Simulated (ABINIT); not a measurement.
# Si2W (I4/mmm) in ABINIT: notebook, part 2 of 2

ABINIT 10.8.3 (patched build). Earlier steps stand in the parts before.

**4. Band structure, PW91**

The input, run.abi:

```
# Datasets: ground state, then fixed potential
ndtset 2

# Pseudopotentials
pp_dirpath "./"
pseudos "W.GGA_PBE-JTH.xml, Si.GGA_PBE-JTH.xml"

# Structure
acell 3*1.0
rprim
    -3.0366009097     3.0366009097     7.3981832916
     3.0366009097    -3.0366009097     7.3981832916
     3.0366009097     3.0366009097    -7.3981832916
ntypat 2
znucl 74 14
natom 3
typat 1 2 2
xred
     0.0000000000     0.0000000000     0.0000000000
     0.6653000000     0.6653000000     0.0000000000
     0.3347000000     0.3347000000     0.0000000000

# Plane-wave basis
ecut 15.0
pawecutdg 30.0

# Exchange and correlation
ixc -109134

# Bands and occupations
occopt 3
tsmear 0.05 eV

# SCF cycle
nstep 100

# Output
iomode 3
prtwf 0
prteig 0
prtebands 0
prtden1 1

# Dataset 1
kptopt1 1
ngkpt1 12 12 12
nshiftk1 1
shiftk1 0.0 0.0 0.0
nband1 15
tolvrs1 1.0e-9

# Dataset 2: bands along G-X-Y-S-G-Z-S1-N-P-Y1-Z
iscf2 -2
getden2 1
nband2 19
nbdbuf2 2
tolwfr2 1.0e-12
kptopt2 -10
ndivsm2 6
prteig2 1
prtvol2 -3
kptbounds2
     0.0000000000     0.0000000000     0.0000000000
     0.0000000000     0.0000000000     0.5000000000
    -0.0842355210     0.0842355210     0.5000000000
    -0.2921177605     0.2921177605     0.2921177605
     0.0000000000     0.0000000000     0.0000000000
     0.5000000000     0.5000000000    -0.5000000000
     0.2921177605     0.7078822395    -0.2921177605
     0.0000000000     0.5000000000     0.0000000000
     0.2500000000     0.2500000000     0.2500000000
     0.5000000000     0.5000000000    -0.0842355210
     0.5000000000     0.5000000000    -0.5000000000
```

Potentials or basis: JTH PAW PBE v2.0.

Started as:

```sh
abinit run.abi > log 2>&1
```

run.abo:

```text
.Version 10.8.3 of ABINIT
 DATASET    1 : space group I4/m m m (#139); Bravais tI (body-center tetrag.)
================================================================================
 Values of the parameters that define the memory need for DATASET  1.
     intxc =       0    ionmov =       0      iscf =      17    lmnmax =      18
     lnmax =       6     mgfft =      30  mpssoang =       3    mqgrid =    3001
     natom =       3  nloc_mem =       2    nspden =       1   nspinor =       1
    nsppol =       1      nsym =      16    n1xccc =       1    ntypat =       2
    occopt =       3   xclevel =       2
       mpw =         776          nfft =       27000          nkpt =         163
 PAW method is used; the additional fine FFT grid is defined by:
   mgfftf=        45    nfftf =     91125
================================================================================
================================================================================

 DATASET    2 : space group I4/m m m (#139); Bravais tI (body-center tetrag.)
================================================================================
 Values of the parameters that define the memory need for DATASET  2.
     intxc =       0    ionmov =       0      iscf =      -2    lmnmax =      18
     lnmax =       6     mgfft =      30  mpssoang =       3    mqgrid =    3001
     natom =       3  nloc_mem =       2    nspden =       1   nspinor =       1
    nsppol =       1      nsym =      16    n1xccc =       1    ntypat =       2
    occopt =       3   xclevel =       2
       mpw =         783          nfft =       27000          nkpt =         213
 PAW method is used; the additional fine FFT grid is defined by:
   mgfftf=        45    nfftf =     91125
================================================================================
================================================================================

--------------------------------------------------------------------------------
------------- Echo of variables that govern the present computation ------------
--------------------------------------------------------------------------------
 -outvars: echo values of preprocessed input variables --------
            acell      1.0000000000E+00  1.0000000000E+00  1.0000000000E+00 Bohr
[... 2073 lines left out ...]
 kpt#   1, nband= 19, wtk=  1.00000, kpt=  0.0000  0.0000  0.0000 (reduced coord)
  -2.32063   -1.00637   -1.00584   -1.00584   -0.12154    0.14428    0.25745    0.27416
   0.29068    0.29068    0.41764    0.49589    0.50911    0.50911    0.50945    0.56577
   0.60459    0.60459    0.71251
 kpt#   2, nband= 19, wtk=  1.00000, kpt=  0.0000  0.0000  0.0139 (reduced coord)
  -2.32062   -1.00637   -1.00585   -1.00585   -0.12131    0.14450    0.25628    0.27421
   0.29006    0.29191    0.41633    0.49546    0.50929    0.50937    0.51019    0.56582
   0.60479    0.60535    0.71380
 kpt#   3, nband= 19, wtk=  1.00000, kpt=  0.0000  0.0000  0.0278 (reduced coord)
  -2.32062   -1.00636   -1.00590   -1.00589   -0.12062    0.14513    0.25320    0.27436
   0.28821    0.29516    0.41253    0.49424    0.50981    0.51011    0.51237    0.56591
   0.60542    0.60757    0.71761
 kpt#   4, nband= 19, wtk=  1.00000, kpt=  0.0000  0.0000  0.0417 (reduced coord)
  -2.32062   -1.00634   -1.00597   -1.00595   -0.11947    0.14619    0.24900    0.27461
   0.28523    0.29960    0.40655    0.49239    0.51068    0.51124    0.51582    0.56595
   0.60655    0.61109    0.72380
 kpt#   5, nband= 19, wtk=  1.00000, kpt=  0.0000  0.0000  0.0556 (reduced coord)
[... 821 lines left out ...]
   0.36226    0.36618    0.37433    0.37618    0.42763    0.56446    0.57881    0.62789
   0.66204    0.72335    0.72642
 kpt# 211, nband= 19, wtk=  1.00000, kpt=  0.5000  0.5000 -0.4723 (reduced coord)
  -2.32061   -1.00694   -1.00594   -1.00594   -0.03744   -0.00853    0.25453    0.29810
   0.36331    0.36510    0.37570    0.37652    0.42568    0.56215    0.57528    0.62738
   0.67304    0.72392    0.73648
 kpt# 212, nband= 19, wtk=  1.00000, kpt=  0.5000  0.5000 -0.4861 (reduced coord)
  -2.32062   -1.00695   -1.00591   -1.00591   -0.03788   -0.00930    0.25529    0.30056
   0.36398    0.36444    0.37653    0.37674    0.42439    0.56076    0.57314    0.62710
   0.68334    0.72238    0.72795
 kpt# 213, nband= 19, wtk=  1.00000, kpt=  0.5000  0.5000 -0.5000 (reduced coord)
  -2.32062   -1.00696   -1.00589   -1.00589   -0.03803   -0.00956    0.25555    0.30140
   0.36421    0.36421    0.37681    0.37681    0.42394    0.56029    0.57243    0.62701
   0.68854    0.72186    0.72186

== END DATASET(S) ==============================================================
================================================================================

 -outvars: echo values of variables after computation  --------
            acell      1.0000000000E+00  1.0000000000E+00  1.0000000000E+00 Bohr
           etotal1    -7.7129270937E+01
            fcart1    -1.1988610095E-19  2.4674188710E-20 -4.2651601028E-31
                       2.7254558883E-20 -4.5025585950E-20  9.6983281998E-04
                       9.2631542071E-20  2.0351397239E-20 -9.6983281998E-04
            rprim     -3.0366009097E+00  3.0366009097E+00  7.3981832916E+00
                       3.0366009097E+00 -3.0366009097E+00  7.3981832916E+00
                       3.0366009097E+00  3.0366009097E+00 -7.3981832916E+00
           strten1    -1.1214619897E-04 -1.1214619897E-04 -1.1774602107E-04
                       0.0000000000E+00  0.0000000000E+00  0.0000000000E+00
           xangst      0.0000000000E+00  0.0000000000E+00  0.0000000000E+00
                      -5.9880099207E-17  1.3157816673E-16  5.2092324665E+00
                       2.8863884685E-17  7.2060735279E-18  2.6206675282E+00
             xred      0.0000000000E+00  0.0000000000E+00  0.0000000000E+00
                       6.6530000000E-01  6.6530000000E-01  2.2309436670E-17
                       3.3470000000E-01  3.3470000000E-01  1.1223460775E-17
 Calculation completed.
```

Run time: 4.4 min. Hardware: 1 thread of Intel Xeon 6975P-C (Granite Rapids), shared host; peak memory 0.17 GiB.

What came out:

```yaml
Free_energy: -2098.7944 eV
Largest_force: 0.050 eV/Å
Band_gap_on_the_k_mesh: none (metal or under the smearing width)
Valence_electrons_inside_the_program's_atomic_spheres: W 11.87; Si 1.56
```

Forces on the atoms (eV/Å):
```
W    0.000  0.000  0.000
Si   0.000  0.000  0.050
Si   0.000  0.000 -0.050
```

Levels at the corners of the path, in eV from the Fermi level:
| point | band 7 | band 8 | band 9 | band 10 | band 11 | band 12 | band 13 | band 14 | band 15 | band 16 |
| --- | --- | --- | --- | --- | --- | --- | --- | --- | --- | --- |
| Γ | -3.76 | -3.31 | -2.86 | -2.86 | 0.59 | 2.72 | 3.08 | 3.08 | 3.09 | 4.63 |
| X | -5.98 | -5.53 | -5.02 | -3.25 | -1.73 | 2.79 | 2.94 | 3.11 | 3.92 | 4.44 |
| Y | -5.87 | -5.13 | -4.10 | -3.11 | -2.30 | 1.96 | 2.14 | 3.02 | 5.17 | 5.43 |
| S | -7.76 | -3.05 | -2.72 | -2.48 | -0.32 | 1.82 | 2.56 | 3.58 | 4.37 | 4.47 |
| Γ | -3.76 | -3.31 | -2.86 | -2.86 | 0.59 | 2.72 | 3.08 | 3.08 | 3.09 | 4.63 |
| Z | -3.82 | -2.57 | -0.86 | -0.86 | -0.52 | -0.52 | 0.77 | 4.48 | 4.81 | 6.29 |
| S1 | -7.76 | -3.05 | -2.72 | -2.48 | -0.32 | 1.82 | 2.56 | 3.58 | 4.37 | 4.47 |
| N | -5.74 | -4.85 | -2.81 | -2.77 | -0.43 | 2.67 | 2.79 | 3.96 | 4.39 | 5.21 |
| P | -6.57 | -6.57 | -3.03 | -2.41 | -2.41 | 0.05 | 2.94 | 3.61 | 4.16 | 4.16 |
| Y1 | -5.87 | -5.13 | -4.10 | -3.11 | -2.30 | 1.96 | 2.14 | 3.02 | 5.17 | 5.43 |
| Z | -3.82 | -2.57 | -0.86 | -0.86 | -0.52 | -0.52 | 0.77 | 4.48 | 4.81 | 6.29 |

Caveat: the PAW data sets were made with another functional, which shifts forces and pressure a little; spin-orbit coupling is left out, which moves the levels of the heavy elements.

**5. Summary**

```csv
level,gap on the mesh (eV),largest force (eV/Å)
BLYP,none,-
BP86,none,0.03
PW91,none,0.05
```

Alike in all rows: task band structure; potentials or basis JTH PAW PBE v2.0; no spin polarisation; cell as given; k mesh 12 × 12 × 12; cutoff (eV) 408; smearing fermi-dirac 0.05 eV.

Every run on the cell as given and a fine mesh finds a metal.

Caveats: the PAW data sets were made with another functional, which shifts forces and pressure a little; spin-orbit coupling is left out, which moves the levels of the heavy elements.

Absolute energies hang on the potentials; compare differences alone.
